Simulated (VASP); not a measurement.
# PtSe2 (Sudovikovite) (P1) in VASP: convergence with ENCUT

Aim: find how far ENCUT must go before the results for PtSe2 (Sudovikovite) settle, at PBEsol. This setting moves, with any that are tied to it; all else stays.

All numbers are computed with VASP 6.6.1; they aren't measurements. Logs are shortened: lines on timing, memory, paths and dates and some standing lists are left out, and cuts for length are marked.

## (1) The cell of the first run

The typed cell holds 3 atoms: a = 3.724 Å, b = 3.724 Å, c = 5.062 Å, α = 90.00°, β = 90.00°, γ = 120.00°.

The cell isn't the ideal one: atoms moved at random, drawn with an rms of 0.02 Å.

## (2) With ENCUT 200 eV

INCAR

```
PREC = Accurate
ENCUT = 200
EDIFF = 1E-6
ISMEAR = 0
SIGMA = 0.02
LREAL = F
LASPH = T
NELM = 80
ALGO = Normal
ISIF = 2
LWAVE = F
LCHARG = F
GGA = PS
```

KPOINTS

```
Automatic mesh
0
Gamma
  6 6 4
```

POSCAR

```
PtSe2
1.0
    3.7240000000      0.0000000000      0.0000000000
   -1.8620000000      3.2250786037      0.0000000000
    0.0000000000      0.0000000000      5.0620000000
Pt Se
1 2
Direct
   -0.0081800000     -0.0027050000     -0.0015850000
    0.6763260000      0.3478320000      0.7496380000
    0.3303040000      0.6680840000      0.2500600000
```

Potentials or basis: VASP PAW PBE potentials, release 64 (Pt, Se).

On the command line:

```
$ cat potpaw_PBE.64/Pt/POTCAR potpaw_PBE.64/Se/POTCAR > POTCAR
$ mpirun -np 1 vasp_std > vasp.out
```

OUTCAR:

```text
PREC = Accurate
   ENCUT = 200
   EDIFF = 1E-6
   ISMEAR = 0
   LREAL = F
   LASPH = T
   NELM = 80
   ISIF = 2
   GGA = PS

 Found     76 irreducible k-points:

 Following reciprocal coordinates:
            Coordinates               Weight
  0.000000  0.000000  0.000000      1.000000
  0.166667  0.000000  0.000000      2.000000
  0.000000  0.166667  0.000000      2.000000
 -0.166667  0.166667  0.000000      2.000000
  0.333333 -0.000000  0.000000      2.000000
  0.000000  0.333333  0.000000      2.000000
   k-points           NKPTS =     76   k-points in BZ     NKDIM =     76   number of bands    NBANDS=     15
   number of dos      NEDOS =    301   number of ions     NIONS =      3
   total plane-waves  NPLWV =   7776
   dimension x,y,z NGX =    18 NGY =   18 NGZ =   24
   dimension x,y,z NGXF=    36 NGYF=   36 NGZF=   48
   ions per type =               1   2
   NGX,Y,Z   is equivalent  to a cutoff of   8.04,  8.04,  7.88 a.u.
   NGXF,Y,Z  is equivalent  to a cutoff of  16.07, 16.07, 15.76 a.u.
 SYSTEM =  unknown system
   PREC   = accura    normal or accurate (medium, high low for compatibility)
   ISTART =      0    job   : 0-new  1-cont  2-samecut
   ICHARG =      2    charge: 1-file 2-atom 10-const
   ISPIN  =      1    spin polarized calculation?
   LNONCOLLINEAR =      F non collinear calculations
   LSORBIT =      F    spin-orbit coupling
   LASPH  =      T    aspherical Exc in radial PAW
   ENCUT  =  200.0 eV  14.70 Ry    3.83 a.u.   4.29  4.29  5.84*2*pi/ulx,y,z
   NELM   =     80;   NELMIN=  2; NELMDL= -5     # of ELM steps
   EDIFF  = 0.1E-05   stopping-criterion for ELM
   LREAL  =      F    real-space projection
   EDIFFG = 0.1E-04   stopping-criterion for IOM
   NSW    =      0    number of steps for IOM
   IBRION =     -1    ionic relax: 0-MD 1-quasi-New 2-CG
   NFREE  =      0    steps in history (QN), initial steepest desc. (CG)
   ISIF   =      2    stress and relaxation
   ISYM   =      2    0-nonsym 1-usesym 2-fastsym
   POTIM  = 0.5000    time-step for ionic-motion
   TEBEG  =    0.0;   TEEND  =   0.0 temperature during run
   PSTRESS=    0.0 pullay stress
   NELECT =      22.0000    total number of electrons
   NUPDOWN=      -1.0000    fix difference up-down
   EMIN   =  10.00;   EMAX   =-10.00  energy-range for DOS
   EFERMI =   0.00;   METHOD = LEGACY
   ISMEAR =     0;   SIGMA  =   0.02  broadening in eV -4-tet -1-fermi 0-gaus
   EFERMI_NEDOS =   21; number of points for ismear=-14 and -15
   IALGO  =     38    algorithm
   IMIX   =      4    mixing-type and parameters
     AMIX     =   0.40;   BMIX     =  1.00
     AMIX_MAG =   1.60;   BMIX_MAG =  1.00
  volume/ion in A,a.u.               =      20.27       136.76
  Fermi-wavevector in a.u.,A,eV,Ry     =   1.166608  2.204570 18.517184  1.360975
  Thomas-Fermi vector in A             =   2.303119
   LORBIT       =      0    0 simple, 1 ext, 2 COOP (PROOUT), +10 PAW based schemes
   GGA     = PS    functional components
   LHFCALC =     F    Hartree Fock is set to
   AEXX    =    0.0000 exact exchange contribution
   IVDW    =     0    specifies the selected vdW correction
   LEPSILON=     F    determine dielectric tensor
   LRPA    =     F    only Hartree local field effects (RPA)
 non-spin polarized calculation
 Gauss-broadening in eV      SIGMA  =   0.02
  energy-cutoff  :      200.00
  volume of cell :       60.80
 maximum number of plane-waves:       413
 NGX is ok and might be reduce to    18
   NGX =  9   NGY =  9   NGZ = 11

 number of electron      21.9999989 magnetization

 Free energy of the ion-electron system (eV)
  ---------------------------------------------------
  ext. energy  EPLUGINS =         0.00000000
  ---------------------------------------------------
  free energy    TOTEN  =       -15.78474011 eV

  energy without entropy =      -15.78398919  energy(sigma->0) =      -15.78436465

 E-fermi :   6.3857     XC(G=0): -10.8058

 val. band max:        6.3852057151   @ k =   0.0000   0.1667   0.2500
 cond. band min:       6.3862020198   @ k =   0.1667  -0.1667   0.2500
 fundamental gap:      0.0009963047
 Fermi energy:         6.3856705031

 k-point     1 :       0.0000    0.0000    0.0000
  band No.  band energies     occupation
      1      -9.3463      2.00000
      2      -6.5077      2.00000
      3      -0.8460      2.00000
      4      -0.1402      2.00000
      5      -0.0823      2.00000
      6       2.3304      2.00000
      7       2.3537      2.00000
      8       3.8006      2.00000
      9       5.2774      2.00000
     10       5.4250      2.00000
     11       6.8012      0.00000
     12       7.7714      0.00000
     13       7.9161      0.00000
     14       9.9030      0.00000
     15      10.4788      0.00000

 k-point     2 :       0.1667    0.0000    0.0000
  band No.  band energies     occupation
      1      -9.0414      2.00000
      2      -6.6386      2.00000
      3      -0.4974      2.00000
      4       0.0421      2.00000
      5       0.1344      2.00000
      6       1.8828      2.00000
      7       2.1779      2.00000
      8       3.2564      2.00000
      9       4.6473      2.00000
     10       4.9676      2.00000
     11       5.8780      2.00000
     12       7.6461      0.00000
     13       8.0404      0.00000
     14      11.2841      0.00000
     15      11.8383      0.00000

 k-point     3 :       0.0000    0.1667    0.0000
  band No.  band energies     occupation
      1      -9.0376      2.00000
      2      -6.6436      2.00000
      3      -0.4751      2.00000
      4       0.0770      2.00000
      5       0.1354      2.00000
      6       1.8162      2.00000
      7       2.1746      2.00000
      8       3.2079      2.00000
      9       4.5850      2.00000
     10       5.0852      2.00000
     11       5.9414      2.00000
     12       7.7294      0.00000
     13       7.9039      0.00000
     14      11.2157      0.00000
     15      11.9097      0.00000

 k-point     4 :      -0.1667    0.1667    0.0000
  band No.  band energies     occupation
      1      -9.0394      2.00000
      2      -6.6410      2.00000
      3      -0.4861      2.00000
      4       0.0496      2.00000
      5       0.1428      2.00000
      6       1.8416      2.00000
      7       2.1945      2.00000
      8       3.2210      2.00000
      9       4.6120      2.00000
     10       5.0356      2.00000
     11       5.9089      2.00000
     12       7.6711      0.00000
     13       7.9834      0.00000
     14      11.2566      0.00000
     15      11.8706      0.00000

 k-point     5 :       0.3333   -0.0000    0.0000
  band No.  band energies     occupation
      1      -8.2637      2.00000
      2      -6.9552      2.00000
      3      -0.1834      2.00000
      4       0.3756      2.00000
      5       0.6103      2.00000
      6       1.0629      2.00000
      7       2.1596      2.00000
      8       2.7662      2.00000
      9       3.8335      2.00000
     10       3.9881      2.00000
     11       4.3794      2.00000
     12       7.3552      0.00000
     13       8.5253      0.00000
     14      11.0118      0.00000
     15      12.7883      0.00000

 k-point     6 :       0.0000    0.3333    0.0000
  band No.  band energies     occupation
      1      -8.2532      2.00000
      2      -6.9577      2.00000
      3      -0.2129      2.00000
      4       0.4909      2.00000
      5       0.6293      2.00000
      6       1.0012      2.00000
      7       2.1128      2.00000
      8       2.7171      2.00000
      9       3.8317      2.00000
     10       4.0414      2.00000
     11       4.3743      2.00000
     12       7.5017      0.00000
     13       8.4130      0.00000
     14      10.9569      0.00000
     15      12.7343      0.00000

 [... further k-points ...]

------------------------ aborting loop because EDIFF is reached ----------------------------------------

  FORCE on cell =-STRESS in cart. coord.  units (eV):
  Direction    XX          YY          ZZ          XY          YZ          ZX
  --------------------------------------------------------------------------------------
  -------------------------------------------------------------------------------------
  Total       -2.1679949     -1.7170286     -2.5679665     -0.0668279      0.4349867      0.1603972
  in kB      -57.1342751    -45.2497303    -67.6749304     -1.7611488     11.4634258      4.2270284
  external PRESSURE =     -56.6863119 kB  Pullay stress =       0.0000000 kB

 VOLUME and BASIS-vectors are now :
 -----------------------------------------------------------------------------
  energy-cutoff  :      200.00
  volume of cell :       60.80
      direct lattice vectors                 reciprocal lattice vectors
     3.724000000  0.000000000  0.000000000     0.268528464  0.155034981  0.000000000
    -1.862000000  3.225078604  0.000000000     0.000000000  0.310069962  0.000000000
     0.000000000  0.000000000  5.062000000     0.000000000  0.000000000  0.197550375

 POSITION                                       TOTAL-FORCE (eV/Angst)
 -----------------------------------------------------------------------------------
      1.83657      3.21635      5.05398         0.331239      0.548034      0.140455
      1.87097      1.12179      3.79467        -0.223041     -0.454556     -0.413661
     -0.01392      2.15462      1.26580        -0.108198     -0.093478      0.273206
 -----------------------------------------------------------------------------------
    total drift:                                0.000065      0.000055      0.000033

  FREE ENERGIE OF THE ION-ELECTRON SYSTEM (eV)
  ---------------------------------------------------
  free  energy   TOTEN  =       -15.7847401057 eV

  energy  without entropy=      -15.7839891856  energy(sigma->0) =      -15.78436465
```

Wall time 9.7 s (1 thread of AMD EPYC 9R45 (Zen 5), shared host); peak memory 0.1 GiB.

Results:

| Property | Result |
| --- | --- |
| Free energy | -15.7847 eV |
| Largest force | 0.656 eV/Å |
| Band gap on the k mesh | none (metal or under the smearing width) |

## (3) With ENCUT 250 eV

INCAR, as its differences from that of step 2:

```diff
@@ -1,3 +1,3 @@
 PREC = Accurate
-ENCUT = 200
+ENCUT = 250
 EDIFF = 1E-6
```

KPOINTS is that of step 2.

POSCAR is that of step 2.

Potentials or basis: VASP PAW PBE potentials, release 64 (Pt, Se).

On the command line:

```
$ cat potpaw_PBE.64/Pt/POTCAR potpaw_PBE.64/Se/POTCAR > POTCAR
$ mpirun -np 1 vasp_std > vasp.out
```

It took 12 s on 1 thread of AMD EPYC 9R45 (Zen 5), shared host; peak memory 0.11 GiB.

What came out:

* Free energy: -15.8746 eV
* Largest force: 0.673 eV/Å
* Band gap on the k mesh: none (metal or under the smearing width)

## (4) With ENCUT 300 eV

INCAR, as its differences from that of step 3:

```diff
@@ -1,3 +1,3 @@
 PREC = Accurate
-ENCUT = 250
+ENCUT = 300
 EDIFF = 1E-6
```

KPOINTS is that of step 3.

POSCAR is that of step 3.

On the command line:

```
$ cat potpaw_PBE.64/Pt/POTCAR potpaw_PBE.64/Se/POTCAR > POTCAR
$ mpirun -np 1 vasp_std > vasp.out
```

Run time: 16 s. Hardware: 1 thread of AMD EPYC 9R45 (Zen 5), shared host; peak memory 0.13 GiB.

Results:

- Free energy: -15.8729 eV
- Pressure: 2.2 GPa
- Largest force: 0.673 eV/Å
- Band gap on the k mesh: none (metal or under the smearing width)

## (5) With ENCUT 350 eV

INCAR, as its differences from that of step 4:

```diff
@@ -1,3 +1,3 @@
 PREC = Accurate
-ENCUT = 300
+ENCUT = 350
 EDIFF = 1E-6
```

KPOINTS is that of step 4.

POSCAR is that of step 4.

On the command line:

```
$ cat potpaw_PBE.64/Pt/POTCAR potpaw_PBE.64/Se/POTCAR > POTCAR
$ mpirun -np 1 vasp_std > vasp.out
```

Wall time 16 s (1 thread of AMD EPYC 9R45 (Zen 5), shared host); peak memory 0.14 GiB.

Results:

- Free energy: -15.8648 eV
- Pressure: 2.2 GPa
- Largest force: 0.674 eV/Å
- Band gap on the k mesh: none (metal or under the smearing width)

## (6) With ENCUT 400 eV

INCAR, as its differences from that of step 5:

```diff
@@ -1,3 +1,3 @@
 PREC = Accurate
-ENCUT = 350
+ENCUT = 400
 EDIFF = 1E-6
```

KPOINTS is that of step 5.

POSCAR is that of step 5.

Potentials or basis: VASP PAW PBE potentials, release 64 (Pt, Se).

On the command line:

```
$ cat potpaw_PBE.64/Pt/POTCAR potpaw_PBE.64/Se/POTCAR > POTCAR
$ mpirun -np 1 vasp_std > vasp.out
```

It took 21 s on 1 thread of AMD EPYC 9R45 (Zen 5), shared host; peak memory 0.15 GiB.

Results:

* Free energy: -15.8648 eV
* Pressure: 2.3 GPa
* Largest force: 0.675 eV/Å
* Band gap on the k mesh: none (metal or under the smearing width)

## (7) With ENCUT 450 eV

INCAR, as its differences from that of step 6:

```diff
@@ -1,3 +1,3 @@
 PREC = Accurate
-ENCUT = 400
+ENCUT = 450
 EDIFF = 1E-6
```

KPOINTS is that of step 6.

POSCAR is that of step 6.

On the command line:

```
$ cat potpaw_PBE.64/Pt/POTCAR potpaw_PBE.64/Se/POTCAR > POTCAR
$ mpirun -np 1 vasp_std > vasp.out
```

It took 28 s on 1 thread of AMD EPYC 9R45 (Zen 5), shared host; peak memory 0.18 GiB.

What came out:

```
Free energy            : -15.8656 eV
Pressure               : 2.3 GPa
Largest force          : 0.675 eV/Å
Band gap on the k mesh : none (metal or under the smearing width)
```

## (8) With ENCUT 500 eV

INCAR, as its differences from that of step 7:

```diff
@@ -1,3 +1,3 @@
 PREC = Accurate
-ENCUT = 450
+ENCUT = 500
 EDIFF = 1E-6
```

KPOINTS is that of step 7.

POSCAR is that of step 7.

On the command line:

```
$ cat potpaw_PBE.64/Pt/POTCAR potpaw_PBE.64/Se/POTCAR > POTCAR
$ mpirun -np 1 vasp_std > vasp.out
```

Run time: 31 s. Hardware: 1 thread of AMD EPYC 9R45 (Zen 5), shared host; peak memory 0.2 GiB.

What came out:

```yaml
Free_energy: -15.8658 eV
Pressure: 2.3 GPa
Largest_force: 0.675 eV/Å
Band_gap_on_the_k_mesh: none (metal or under the smearing width)
```

## (9) With ENCUT 600 eV

INCAR, as its differences from that of step 8:

```diff
@@ -1,3 +1,3 @@
 PREC = Accurate
-ENCUT = 500
+ENCUT = 600
 EDIFF = 1E-6
```

KPOINTS is that of step 8.

POSCAR is that of step 8.

Potentials or basis: VASP PAW PBE potentials, release 64 (Pt, Se).

On the command line:

```
$ cat potpaw_PBE.64/Pt/POTCAR potpaw_PBE.64/Se/POTCAR > POTCAR
$ mpirun -np 1 vasp_std > vasp.out
```

Wall time 35 s (1 thread of AMD EPYC 9R45 (Zen 5), shared host); peak memory 0.22 GiB.

What came out:

* Free energy: -15.8659 eV
* Pressure: 2.4 GPa
* Largest force: 0.675 eV/Å
* Band gap on the k mesh: none (metal or under the smearing width)

## (10) With ENCUT 800 eV

INCAR, as its differences from that of step 9:

```diff
@@ -1,3 +1,3 @@
 PREC = Accurate
-ENCUT = 600
+ENCUT = 800
 EDIFF = 1E-6
```

KPOINTS is that of step 9.

POSCAR is that of step 9.

On the command line:

```
$ cat potpaw_PBE.64/Pt/POTCAR potpaw_PBE.64/Se/POTCAR > POTCAR
$ mpirun -np 1 vasp_std > vasp.out
```

It took 59 s on 1 thread of AMD EPYC 9R45 (Zen 5), shared host; peak memory 0.31 GiB.

The run converged. Its results:

```yaml
Free_energy: -15.8659 eV
Pressure: 2.4 GPa
Largest_force: 0.675 eV/Å
Band_gap_on_the_k_mesh: none (metal or under the smearing width)
```

## (11) Summary

```csv
ENCUT,"energy less the tightest run, at zero smearing (meV/atom)",largest force (eV/Å),SCF cycles,CPU time (s),peak memory (GiB)
200 eV,27.05,0.656,13,9.4,0.1
250 eV,-2.90,0.673,13,12,0.11
300 eV,-2.33,0.673,13,16,0.13
350 eV,0.38,0.674,13,16,0.14
400 eV,0.37,0.675,13,20,0.15
450 eV,0.10,0.675,13,28,0.18
500 eV,0.03,0.675,13,30,0.2
600 eV,-0.01,0.675,13,34,0.22
800 eV,0.00,0.675,13,58,0.31
```

Against the tightest run, the energy stays within 1 meV/atom from 350 eV on; the largest force stays within 0.005 eV/Å from 250 eV on. The tightest run that finished is the yardstick and may itself not be fully converged.

Caveats: the PAW data sets were made with another functional, which shifts forces and pressure a little.
